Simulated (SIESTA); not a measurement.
TiSi under changes of volume

One of the cells (14.630 Å³/atom); the others are scaled copies at fixed shape and fractional positions:

```
Ti Si
1.0
     1.81618   -2.11762    0.00000
     1.81618    2.11762    0.00000
     0.00000    0.00000    3.80393
Ti Si
1 1
Direct
  0.50000 0.50000 0.00000
  0.00000 0.00000 0.50000
```

The cell comes from a database or a generator and needn't be the stable form of this composition.

* Program: SIESTA 5.4.2
* Functional: LDA
* Potentials or basis: PseudoDojo 0.4 standard (LDA files)
* Basis: DZP (energy shift 0.003 Ry; two zetas on semicore shells)
* Grid cutoff: 800 Ry
* Energy shift: 0.003 Ry
* k mesh: 10 × 10 × 7
* Occupations: fermi-dirac, width 0.05 eV
* Spin: no spin polarisation

```tsv
volume (Å³/atom)	energy over the lowest point (meV/atom)	pressure (GPa)
13.752	0.00	1.2
14.045	0.72	-1.9
14.337	6.93	-4.8
14.630	18.17	-7.4
14.922	33.93	-9.8
15.215	53.75	-11.9
15.508	?	?
```

Q: What does the run at 15.508 Å³/atom give?

A: Energy over the lowest point 77.22 meV/atom; pressure -13.7 GPa.

Worked out: A Birch-Murnaghan fit of order 3 (a polynomial in V^(-2/3)) to the other rows has its minimum at 13.86 Å³/atom with B0 = V·E''(V) = 153 GPa and B' = 3.9 at fixed shape and positions, which overstates the stiffness. It gives 77.30 meV/atom at 15.508 Å³/atom, against the run's 77.22, and -dE/dV = -13.8 GPa, against -13.7.

Energies are extrapolated to zero smearing.

Caveats: the basis of atomic orbitals isn't converged, which shifts pressures, moduli and gaps.
